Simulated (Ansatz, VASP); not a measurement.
This is a calculation of C for Ansatz 0.2.0. 

The input input.yaml:

```yaml
crystal:
  lattice:
    - [0.0, 1.78337, 1.78337]
    - [1.78337, 0.0, 1.78337]
    - [1.78337, 1.78337, 0.0]
  atoms:
    - { symbol: C, position: [0.75, 0.75, 0.75] }
    - { symbol: C, position: [0.5, 0.5, 0.5] }
hamiltonian:
  xc: pbe
  pseudopotentials: { kind: paw }
kpoints:
  mp_grid: { grid: [13, 13, 13] }
scf:
  occupations: { method: fermi_dirac, width: 0.05 }
output:
  forces: true
  stress: true
  write_density: true
  write_potential: true
  elf: true
  volumetric_format: npy
relax:
  f_tol: 0.01
  max_steps: 40
  cell: { stress_tol: 0.05 }
```

Potentials or basis: Ansatz PAW.

Command:

```bash
$ ansatz run input.yaml --threads 2 --pin off --max-ram 5120MiB --backend cpu --events-out ev --progress --plain --runs-dir out
```

**Question.** What does the same run look like in VASP 6.6.1? Potentials or basis there: PBE PAW files C_h, 980 eV.

**Answer.** As run (cutoffs and basis follow the program's own potentials, and thresholds, step limits or extra output files can differ):

File INCAR:

```
ALGO     = Normal         # electronic algorithm
EDIFF    = 1E-7           # SCF threshold, eV
EDIFFG   = -0.01          # ionic threshold
ENCUT    = 980            # plane-wave cutoff, eV
GGA      = PE             # functional
IBRION   = 2              # ionic algorithm
ISIF     = 3              # what is computed and relaxed
ISMEAR   = -1             # smearing method
LASPH    = T              # aspherical terms in the spheres
LCHARG   = F              # write CHGCAR
LREAL    = F              # projectors in reciprocal space
LWAVE    = F              # write WAVECAR
NELM     = 60             # most SCF steps
NSW      = 60             # ionic steps
PREC     = Accurate       # precision mode
SIGMA    = 0.05           # smearing width, eV
```

The input KPOINTS:

```
k-points
0
Gamma
  13 13 13
```

File POSCAR:

```
C
1.0
    0.0000000000      1.7833700000      1.7833700000
    1.7833700000      0.0000000000      1.7833700000
    1.7833700000      1.7833700000      0.0000000000
C
2
Direct
    0.7500000000      0.7500000000      0.7500000000
    0.5000000000      0.5000000000      0.5000000000
```

Potentials or basis: VASP PAW PBE potentials, release 64 (C_h).

Command:

```sh
$ cat potpaw_PBE.64/C_h/POTCAR > POTCAR
$ mpirun -np 1 vasp_std > vasp.out
```

Both were run:

|  | Ansatz | VASP |
| --- | --- | --- |
| Relaxed volume | 5.69 Å³/atom | 5.69 Å³/atom |
| Relaxed cell | a = 2.525 Å, b = 2.525 Å, c = 2.525 Å, α = 60.00°, β = 60.00°, γ = 60.00° | a = 2.525 Å, b = 2.525 Å, c = 2.525 Å, α = 60.00°, β = 60.00°, γ = 60.00° |
| Space group after relaxing | Fd-3m (No. 227) | Fd-3m (No. 227) |
| Pressure after relaxing | 0.0 GPa | 0.0 GPa |

Ansatz's pressure holds a Pulay term of +1.04 GPa for its cutoff of 420 eV, which the other run lacks.

Where Ansatz's input types no cutoff or centring, it takes its own default and a Γ-centred mesh.

Pressure is positive in compression.
